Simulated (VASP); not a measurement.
# Y (P2_1/m) in VASP: single point with PBE

Aim: the single point of Y with PBE.

Everything below comes from runs of VASP 6.6.1. Logs are shortened: lines on timing, memory, paths and dates and some standing lists are left out, and cuts for length are marked.

## (1) The cell of the first run

It takes space group P2_1/m (No. 11, monoclinic). The conventional cell has a = 3.651 Å, b = 5.747 Å, c = 3.651 Å, α = 90.00°, β = 120.00°, γ = 90.00°. Y (site symmetry m) is surrounded by 12 Y at 3.52 to 3.65 Å.

## (2) Single point, PBE (atom 2 (Y) moved by [0.08, 0.0, 0.0] A)

INCAR reads:

```
PREC = Accurate ; ENCUT = 520
EDIFF = 1E-6 ; ISMEAR = -1
SIGMA = 0.08 ; LREAL = False
LASPH = True ; NELM = 100
ALGO = Fast ; ISIF = 2
LWAVE = False ; LCHARG = False
GGA = PE ; NBANDS = 18
```

KPOINTS reads:

```
regular mesh
0
Gamma
  12 12 7
```

POSCAR reads:

```
Y
1.0
    3.6514992371      0.0000000000      0.0000000000
   -1.8257496185      3.1622911012      0.0000000000
    0.0000000000      0.0000000000      5.7474000000
Y
2
Direct
    0.3333333333      0.6666666667      0.2500000000
    0.6885754759      0.3333333333      0.7500000000
```

Potentials or basis: VASP PAW PBE potentials, release 64 (Y_sv).

Started as:

```bash
> cat potpaw_PBE.64/Y_sv/POTCAR > POTCAR
> mpirun -np 1 vasp_std > vasp.out
```

OUTCAR:

```text
PREC = Accurate
   ENCUT = 520
   EDIFF = 1E-6
   ISMEAR = -1
   LREAL = False
   LASPH = True
   NELM = 100
   ISIF = 2
   GGA = PE

 ion  position               nearest neighbor table
   1  0.333  0.667  0.250-   2 3.52   2 3.52   2 3.56   2 3.56   2 3.61   2 3.61
   2  0.689  0.333  0.750-   1 3.52   1 3.52   1 3.56   1 3.56   1 3.61   1 3.61

  LATTYP: Found a hexagonal cell.
 ALAT       =     3.6514992371
 C/A-ratio  =     1.5739836234

  Lattice vectors:

 A1 = (   3.6514992371,   0.0000000000,   0.0000000000)
 A2 = (  -1.8257496185,   3.1622911012,   0.0000000000)
 A3 = (   0.0000000000,   0.0000000000,   5.7474000000)

Analysis of symmetry for initial positions (statically):
=====================================================================
 Subroutine PRICEL returns:
 Original cell was already a primitive cell.

 Routine SETGRP: Setting up the symmetry group for a
 hexagonal supercell.

 Subroutine GETGRP returns: Found  4 space group operations
 (whereof  1 operations were pure point group operations)
 out of a pool of 24 trial point group operations.

The static configuration has the point symmetry C_1 .
 The point group associated with its full space group is C_2h.

Analysis of symmetry for dynamics (positions and initial velocities):
=====================================================================
 Subroutine PRICEL returns:
 Original cell was already a primitive cell.

 Routine SETGRP: Setting up the symmetry group for a
 hexagonal supercell.

 Subroutine GETGRP returns: Found  4 space group operations
 (whereof  1 operations were pure point group operations)
 out of a pool of 24 trial point group operations.

The dynamic configuration has the point symmetry C_1 .
 The point group associated with its full space group is C_2h.

 Subroutine INISYM returns: Found  4 space group operations
 (whereof  1 operations are pure point group operations),
 and found     1 'primitive' translations

----------------------------------------------------------------------------------------

                                     Primitive cell

  volume of cell :      66.3658

  direct lattice vectors                    reciprocal lattice vectors
     3.651499237  0.000000000  0.000000000     0.273860115  0.158113211  0.000000000
    -1.825749618  3.162291101  0.000000000     0.000000000  0.316226422  0.000000000
     0.000000000  0.000000000  5.747400000     0.000000000  0.000000000  0.173991718

  length of vectors
     3.651499237  3.651499237  5.747400000     0.316226422  0.316226422  0.173991718

  position of ions in fractional coordinates (direct lattice)
     0.333333333  0.666666667  0.250000000
     0.688575476  0.333333333  0.750000000

  ion indices of the primitive-cell ions
   primitive index   ion index
                 1           1
                 2           2

----------------------------------------------------------------------------------------

 KPOINTS: regular mesh

Automatic generation of k-mesh.
 Grid dimensions read from file:
 generate k-points for:   12   12    7

 Generating k-lattice:

  Cartesian coordinates                     Fractional coordinates (reciprocal lattice)
     0.022821676  0.013176101  0.000000000     0.083333333  0.000000000  0.000000000
     0.000000000  0.026352202  0.000000000     0.000000000  0.083333333  0.000000000
     0.000000000  0.000000000  0.024855960     0.000000000  0.000000000  0.142857143

  Length of vectors
     0.026352202  0.026352202  0.024855960

  Shift w.r.t. Gamma in fractional coordinates (k-lattice)
     0.000000000  0.000000000  0.000000000

 Subroutine IBZKPT returns following result:
 ===========================================

 Found    296 irreducible k-points:

 Following reciprocal coordinates:
            Coordinates               Weight
  0.000000  0.000000  0.000000      1.000000
  0.083333 -0.000000  0.000000      2.000000
  0.000000  0.083333  0.000000      2.000000
 -0.083333  0.083333  0.000000      2.000000
  0.166667  0.000000  0.000000      2.000000
  0.000000  0.166667  0.000000      2.000000
[... 16 lines left out ...]
  0.166667  0.083333  0.000000      2.000000
 -0.083333  0.250000  0.000000      2.000000
 [... further k-points ...]
   k-points           NKPTS =    296   k-points in BZ     NKDIM =    296   number of bands    NBANDS=     18
   number of dos      NEDOS =    301   number of ions     NIONS =      2
   total plane-waves  NPLWV =  37632
   dimension x,y,z NGX =    28 NGY =   28 NGZ =   48
   dimension x,y,z NGXF=    56 NGYF=   56 NGZF=   96
   ions per type =               2
   NGX,Y,Z   is equivalent  to a cutoff of  12.75, 12.75, 13.88 a.u.
   NGXF,Y,Z  is equivalent  to a cutoff of  25.50, 25.50, 27.77 a.u.
 SYSTEM =  unknown system
   PREC   = accura    normal or accurate (medium, high low for compatibility)
   ISTART =      0    job   : 0-new  1-cont  2-samecut
   ICHARG =      2    charge: 1-file 2-atom 10-const
   ISPIN  =      1    spin polarized calculation?
   LNONCOLLINEAR =      F non collinear calculations
   LSORBIT =      F    spin-orbit coupling
   LASPH  =      T    aspherical Exc in radial PAW
   ENCUT  =  520.0 eV  38.22 Ry    6.18 a.u.   6.79  6.79 10.69*2*pi/ulx,y,z
   NELM   =    100;   NELMIN=  2; NELMDL= -5     # of ELM steps
   EDIFF  = 0.1E-05   stopping-criterion for ELM
   LREAL  =      F    real-space projection
   EDIFFG = 0.1E-04   stopping-criterion for IOM
   NSW    =      0    number of steps for IOM
   IBRION =     -1    ionic relax: 0-MD 1-quasi-New 2-CG
   NFREE  =      0    steps in history (QN), initial steepest desc. (CG)
   ISIF   =      2    stress and relaxation
   ISYM   =      2    0-nonsym 1-usesym 2-fastsym
   POTIM  = 0.5000    time-step for ionic-motion
   TEBEG  =    0.0;   TEEND  =   0.0 temperature during run
   PSTRESS=    0.0 pullay stress
   NELECT =      22.0000    total number of electrons
   NUPDOWN=      -1.0000    fix difference up-down
   EMIN   =  10.00;   EMAX   =-10.00  energy-range for DOS
   EFERMI =   0.00;   METHOD = LEGACY
   ISMEAR =    -1;   SIGMA  =   0.08  broadening in eV -4-tet -1-fermi 0-gaus
   EFERMI_NEDOS =   21; number of points for ismear=-14 and -15
   IALGO  =     68    algorithm
   IMIX   =      4    mixing-type and parameters
     AMIX     =   0.40;   BMIX     =  1.00
     AMIX_MAG =   1.60;   BMIX_MAG =  1.00
  volume/ion in A,a.u.               =      33.18       223.93
  Fermi-wavevector in a.u.,A,eV,Ry     =   1.133011  2.141081 17.465997  1.283715
  Thomas-Fermi vector in A             =   2.269713
   LORBIT       =      0    0 simple, 1 ext, 2 COOP (PROOUT), +10 PAW based schemes
   GGA     = PE    functional components
   LHFCALC =     F    Hartree Fock is set to
   AEXX    =    0.0000 exact exchange contribution
   IVDW    =     0    specifies the selected vdW correction
   LEPSILON=     F    determine dielectric tensor
   LRPA    =     F    only Hartree local field effects (RPA)
 non-spin polarized calculation
 RMM-DIIS sequential band-by-band and
  energy-cutoff  :      520.00
  volume of cell :       66.37
 maximum number of plane-waves:      1806
   NGX = 13   NGY = 13   NGZ = 21

 number of electron      22.0000001 magnetization

 Free energy of the ion-electron system (eV)
  ---------------------------------------------------
  ext. energy  EPLUGINS =         0.00000000
  ---------------------------------------------------
  free energy    TOTEN  =       -12.90116868 eV

  energy without entropy =      -12.81815583  energy(sigma->0) =      -12.85966226

 E-fermi :   2.9511     XC(G=0):  -9.3876

 val. band max:        2.9490186691   @ k =  -0.3333   0.5000  -0.4286
 cond. band min:       2.9514881646   @ k =  -0.0833   0.5000   0.4286
 fundamental gap:      0.0024694954
 Fermi energy:         2.9510867277

 k-point     1 :       0.0000    0.0000    0.0000
  band No.  band energies     occupation
      1     -39.7632      2.00000
      2     -39.6938      2.00000
      3     -20.0257      2.00000
      4     -19.5723      2.00000
      5     -19.5558      2.00000
      6     -19.4843      2.00000
[... 10 lines left out ...]
     17       5.6155      0.00000
     18       5.8607      0.00000

 k-point     2 :       0.0833   -0.0000    0.0000
  band No.  band energies     occupation
      1     -39.7599      2.00000
      2     -39.6927      2.00000
      3     -20.0133      2.00000
      4     -19.5956      2.00000
      5     -19.5651      2.00000
      6     -19.5018      2.00000
[... 10 lines left out ...]
     17       5.4331      0.00000
     18       5.6990      0.00000

 k-point     3 :       0.0000    0.0833    0.0000
  band No.  band energies     occupation
      1     -39.7599      2.00000
      2     -39.6926      2.00000
      3     -20.0138      2.00000
      4     -19.5917      2.00000
      5     -19.5689      2.00000
      6     -19.5059      2.00000
[... 10 lines left out ...]
     17       5.4620      0.00000
     18       5.6874      0.00000

 k-point     4 :      -0.0833    0.0833    0.0000
  band No.  band energies     occupation
      1     -39.7600      2.00000
      2     -39.6925      2.00000
      3     -20.0143      2.00000
      4     -19.5844      2.00000
      5     -19.5762      2.00000
      6     -19.5088      2.00000
[... 375 lines left out ...]
      4     -19.6302      2.00000
      5     -19.5966      2.00000
      6     -19.5430      2.00000
[... 10 lines left out ...]
     17       5.4823      0.00000
     18       5.7210      0.00000

 k-point    23 :       0.1667    0.0833    0.0000
  band No.  band energies     occupation
      1     -39.7419      2.00000
      2     -39.6876      2.00000
      3     -19.9440      2.00000
      4     -19.7074      2.00000
      5     -19.6520      2.00000
      6     -19.5858      2.00000
[... 10 lines left out ...]
     17       5.7084      0.00000
     18       6.2871      0.00000

 k-point    24 :      -0.0833    0.2500    0.0000
  band No.  band energies     occupation
      1     -39.7428      2.00000
      2     -39.6867      2.00000
      3     -19.9505      2.00000
      4     -19.6995      2.00000
      5     -19.6543      2.00000
      6     -19.5952      2.00000
[... 10 lines left out ...]
     17       5.8347      0.00000
     18       6.2203      0.00000

 [... further k-points ...]

------------------------ aborting loop because EDIFF is reached ----------------------------------------

  FORCE on cell =-STRESS in cart. coord.  units (eV):
  Direction    XX          YY          ZZ          XY          YZ          ZX
  --------------------------------------------------------------------------------------
  -------------------------------------------------------------------------------------
  Total       -0.1053010     -0.1000335     -0.3021484      0.1107634      0.0000000      0.0000000
  in kB       -2.5421344     -2.4149690     -7.2943466      2.6740061      0.0000000      0.0000000
  external PRESSURE =      -4.0838166 kB  Pullay stress =       0.0000000 kB

 VOLUME and BASIS-vectors are now :
 -----------------------------------------------------------------------------
  energy-cutoff  :      520.00
  volume of cell :       66.37
      direct lattice vectors                 reciprocal lattice vectors
     3.651499237  0.000000000  0.000000000     0.273860115  0.158113211  0.000000000
    -1.825749618  3.162291101  0.000000000     0.000000000  0.316226422  0.000000000
     0.000000000  0.000000000  5.747400000     0.000000000  0.000000000  0.173991718

 POSITION                                       TOTAL-FORCE (eV/Angst)
 -----------------------------------------------------------------------------------
     -0.00000      2.10819      1.43685         0.094294      0.002271     -0.000000
      1.90575      1.05410      4.31055        -0.094294     -0.002271      0.000000
 -----------------------------------------------------------------------------------
    total drift:                                0.000001      0.000001      0.000000

  FREE ENERGIE OF THE ION-ELECTRON SYSTEM (eV)
  ---------------------------------------------------
  free  energy   TOTEN  =       -12.9011686819 eV

  energy  without entropy=      -12.8181558290  energy(sigma->0) =      -12.85966226
```

It took 6.4 min on 1 thread of Intel Xeon Platinum 8488C (Sapphire Rapids), shared host; peak memory 0.45 GiB.

Results:

| Property | Result |
| --- | --- |
| Free energy | -12.9012 eV |
| Pressure | -0.4 GPa |
| Largest force | 0.094 eV/Å |
| Band gap on the k mesh | none (metal or under the smearing width) |

Forces in eV/Å, atoms in the order of the input:
```
Y    0.094  0.002  0.000
Y   -0.094 -0.002  0.000
```

Levels at points of the mesh, in eV from the Fermi level:
| k point | band 8 | band 9 | band 10 | band 11 | band 12 | band 13 | band 14 | band 15 |
| --- | --- | --- | --- | --- | --- | --- | --- | --- |
| (0.00, 0.00, 0.00) | -22.40 | -4.67 | -1.85 | 0.83 | 1.72 | 1.78 | 1.97 | 2.30 |
| (0.50, 0.00, 0.00) | -22.49 | -1.61 | -1.17 | -0.72 | -0.12 | 1.21 | 1.51 | 1.96 |
| (0.00, 0.50, 0.00) | -22.49 | -1.66 | -1.16 | -0.80 | -0.11 | 1.36 | 1.49 | 2.02 |
| (0.50, 0.50, 0.00) | -22.49 | -1.72 | -1.16 | -0.87 | -0.11 | 1.45 | 1.53 | 2.09 |
